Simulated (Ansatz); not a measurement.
**Al (Im-3m), one atom moved along a line**

Computed with Ansatz 0.2.0, DFT PBE, scalar-relativistic, plane waves, PAW. Cutoff 420 eV, Γ-centred 14×14×14 k-points, Gaussian smearing of 0.15 eV. No spin polarisation. Energies are free energies at this smearing, counted from the undisturbed cell; pressure is positive in compression.

The starting cell (relaxed at this level; this bcc form isn't the usual structure):

```
Al
1.0
    -3.23502   -3.23502    3.23502
    -3.23502    3.23502   -3.23502
     3.23502   -3.23502   -3.23502
Al
8
Direct
  0.50000 0.50000 0.50000
  0.00000 0.50000 0.50000
  0.50000 0.00000 0.50000
  0.00000 0.00000 0.50000
  0.50000 0.50000 0.00000
  0.00000 0.50000 0.00000
  0.50000 0.00000 0.00000
  0.00000 0.00000 0.00000
```

Atom 1 (Al) is moved by x along the Cartesian unit vector (1.000, 0.000, 0.000); the cell and all other atoms stay fixed. The cell is metallic on the mesh throughout.

```
  x (Å)  ΔE (meV/cell)
-0.4500          407.4
-0.2700          144.8
-0.0900           16.0
 0.0000            0.0
 0.1800           64.1
 0.3600          258.8
```

Task: Predict the force along x on the moved atoms (eV/Å) at each point.

Result:
```
  x (Å) force along x on the moved atoms (eV/Å)
-0.4500                                     1.85
-0.2700                                     1.08
-0.0900                                     0.36
 0.0000                                     0.00
 0.1800                                    -0.71
 0.3600                                    -1.46
```

Cost: 6 runs of about 3.8 core-minutes in all, on Intel Xeon Platinum 8259CL (Skylake/Cascade Lake) (shared hosts).